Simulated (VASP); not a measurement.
From an Ansatz input to VASP: MgTe (zincblende)

Ansatz input

```yaml
crystal:
  lattice:
    - [0.0, 3.2331115457, 3.2331115457]
    - [3.2331115457, 0.0, 3.2331115457]
    - [3.2331115457, 3.2331115457, 0.0]
  atoms:
    - { symbol: Mg, position: [0.0, 0.0, 0.0] }
    - { symbol: Te, position: [0.25, 0.25, 0.25] }
kpoints:
  mp_grid: { grid: [8, 8, 8] }
  band_path:
    path:
      - [0.0, 0.0, 0.0]
      - [0.5, 0.0, 0.5]
      - [0.5, 0.25, 0.75]
      - [0.375, 0.375, 0.75]
      - [0.5, 0.5, 0.5]
      - [0.625, 0.25, 0.625]
    npoints: 1
hamiltonian:
  xc: pbesol
scf:
  occupations: { method: fixed }
  n_extra_bands: 4
output:
  forces: true
  stress: true
  eigenvalues: true
```

Problem. Translate this input to VASP.

Solution. 

INCAR

```
EDIFF = 1E-7
LASPH = .TRUE.
NBANDS = 11
GGA = PS
ISMEAR = 0
ISIF = 2
NELM = 120
PREC = Accurate
NSW = 0
ENCUT = 520
LWAVE = .FALSE.
LREAL = .FALSE.
IBRION = -1
LCHARG = .FALSE.
SIGMA = 0.01
```

KPOINTS

```
KPOINTS created by Atomic Simulation Environment
0
Gamma
8 8 8
0 0 0
```

KPOINTS_OPT

```
special points
6
Reciprocal
0.0000000000 0.0000000000 0.0000000000 1
0.5000000000 0.0000000000 0.5000000000 1
0.5000000000 0.2500000000 0.7500000000 1
0.3750000000 0.3750000000 0.7500000000 1
0.5000000000 0.5000000000 0.5000000000 1
0.6250000000 0.2500000000 0.6250000000 1
```

POSCAR

```
Mg Te
 1.0000000000000000
     0.0000000000000000    3.2331115457375992    3.2331115457375992
     3.2331115457375992    0.0000000000000000    3.2331115457375992
     3.2331115457375992    3.2331115457375992    0.0000000000000000
 Mg  Te
   1   1
Cartesian
  0.0000000000000000 -0.0000000000000000 -0.0000000000000000
  1.6165557728687996  1.6165557728687996  1.6165557728687996
```

VASP ran with the recommended PBE PAW datasets (8 valence electrons in the cell). Other inputs would serve too.

```csv
,Ansatz,VASP
gap between bands v and c,2.29 eV,2.29 eV
least direct gap,2.29 eV,2.29 eV
pressure,-0.5 GPa,-0.4 GPa
```

Each program uses its own PAW datasets. VASP's cell holds 8 valence electrons and Ansatz's 26. Ansatz's stress includes a Pulay correction; VASP's doesn't.
